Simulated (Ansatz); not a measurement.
## TiB6, before and after

The cell of TiB6 is invented: random cell by space group and Wyckoff sites (F-43m, No. 216). The dimensions are guesses.

start.cif

```cif
data_structure
_symmetry_space_group_name_H-M 'P 1'
_symmetry_Int_Tables_number 1
_cell_length_a 4.4801
_cell_length_b 4.4801
_cell_length_c 4.4801
_cell_angle_alpha 60.000
_cell_angle_beta 60.000
_cell_angle_gamma 60.000
_cell_volume 63.58
loop_
_atom_site_label
_atom_site_type_symbol
_atom_site_fract_x
_atom_site_fract_y
_atom_site_fract_z
_atom_site_occupancy
Ti1 Ti 0.50000 0.50000 0.50000 1
B1 B 0.60657 0.89343 0.89343 1
B2 B 0.89343 0.60657 0.60657 1
B3 B 0.89343 0.60657 0.89343 1
B4 B 0.60657 0.89343 0.60657 1
B5 B 0.89343 0.89343 0.60657 1
B6 B 0.60657 0.60657 0.89343 1
```

Computed with Ansatz, DFT PBE, scalar-relativistic, plane waves, PAW. Cutoff 420 eV, Gaussian smearing, Γ-centred meshes. Cell and atoms relax first on a coarse mesh and then on a finer one. In between, the cell is made exact in the group found at 0.06 Å. In metals the finer mesh still leaves noise of several meV/atom or more. The steps can't lower the symmetry of their start. No spin polarisation in the relaxation; trial moments died out in a coarse test.

end.cif

```cif
data_structure
_symmetry_space_group_name_H-M 'P 1'
_symmetry_Int_Tables_number 1
_cell_length_a 4.4182
_cell_length_b 4.4182
_cell_length_c 4.4182
_cell_angle_alpha 60.000
_cell_angle_beta 60.000
_cell_angle_gamma 60.000
_cell_volume 60.98
loop_
_atom_site_label
_atom_site_type_symbol
_atom_site_fract_x
_atom_site_fract_y
_atom_site_fract_z
_atom_site_occupancy
Ti1 Ti 0.50000 0.50000 0.50000 1
B1 B 0.53927 0.96073 0.96073 1
B2 B 0.96073 0.53927 0.53927 1
B3 B 0.53927 0.96073 0.53927 1
B4 B 0.96073 0.53927 0.96073 1
B5 B 0.53927 0.53927 0.96073 1
B6 B 0.96073 0.96073 0.53927 1
```

The symmetry stays F-43m (No. 216). The volume per atom shrinks by 4.1 %, from 9.1 to 8.7 Å³. The shortest distance goes from 1.29 Å (B–B) to 1.86 Å (B–B). The energy falls by about 3.6 eV/atom (the start's value is from the coarse mesh). The end is written in a standard setting, so origin, axes and order of atoms can differ from the start's.

| Property | Result |
| --- | --- |
| Volume per atom | 8.71 Å³ |
| Density | 3.07 g/cm³ |
| Formation energy | +0.66 eV/atom |
| Gap on the 10×10×10 mesh of the 7-atom cell | 0 eV (a metal) |

Energies over the elements count from the elements' standard structures at the same level, with no fitted energy shifts. A positive value: parting into the elements would lower its energy.

The last run used Gaussian smearing of 0.10 eV. A structure relaxed within its symmetry needn't be a true minimum. In all, the 3 runs took 81 s on 1 thread of Intel(R) Xeon(R) Platinum 8488C (Sapphire Rapids), with other jobs on the host. Another cell of TiB6 relaxed alike but with spin, in Pm-3m, lies 0.55 eV/atom lower, so this cell isn't the stable form at this level.
